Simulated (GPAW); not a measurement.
The system is BAs.

```xyz
2
Lattice="0.0000 2.3885 2.3885 2.3885 0.0000 2.3885 2.3885 2.3885 0.0000" Properties=species:S:1:pos:R:3 pbc="T T T"
As    3.5827    3.5827    3.5827
B     0.0000    0.0000    0.0000
```

| Quantity | Value |
| --- | --- |
| Program | GPAW 26.7.0 |
| Task | relaxation of cell and atoms |
| Functional | PBEsol |
| Dispersion | D4 |
| Potentials or basis | PAW data sets generated in the run's folder for this functional |
| Cutoff | 800 eV |
| Basis | pw |
| k mesh | 10 × 10 × 10 |
| Occupations | fermi-dirac, width 0.05 eV |
| Spin | no spin polarisation |

At the start: pressure -2.8 GPa; volume 13.63 Å³/atom.

**Question.** How do energy, volume and symmetry change on relaxing?

**Answer.** Over 3 steps the energy falls by 2.1 meV/atom and the volume is 13.36 Å³/atom (-2.0 %); space group F-43m (No. 216, to 0.05 Å).

The path:
```tsv
step	energy change (eV)	largest force (eV/Å)	pressure (GPa)	volume (Å³)
1	0.0000	0.0000	-2.77	27.25
2	-0.0020	0.0000	-2.08	27.12
3	-0.0043	0.0000	0.05	26.71
```

Final structure:
```cif
data_structure
_symmetry_space_group_name_H-M 'P 1'
_symmetry_Int_Tables_number 1
_cell_length_a 3.3554
_cell_length_b 3.3554
_cell_length_c 3.3554
_cell_angle_alpha 60.000
_cell_angle_beta 60.000
_cell_angle_gamma 60.000
_cell_volume 26.71
loop_
_atom_site_label
_atom_site_type_symbol
_atom_site_fract_x
_atom_site_fract_y
_atom_site_fract_z
_atom_site_occupancy
As1 As 0.75000 0.75000 0.75000 1
B1 B 0.00000 0.00000 0.00000 1
```

Caveat: later steps reuse the first step's grids.
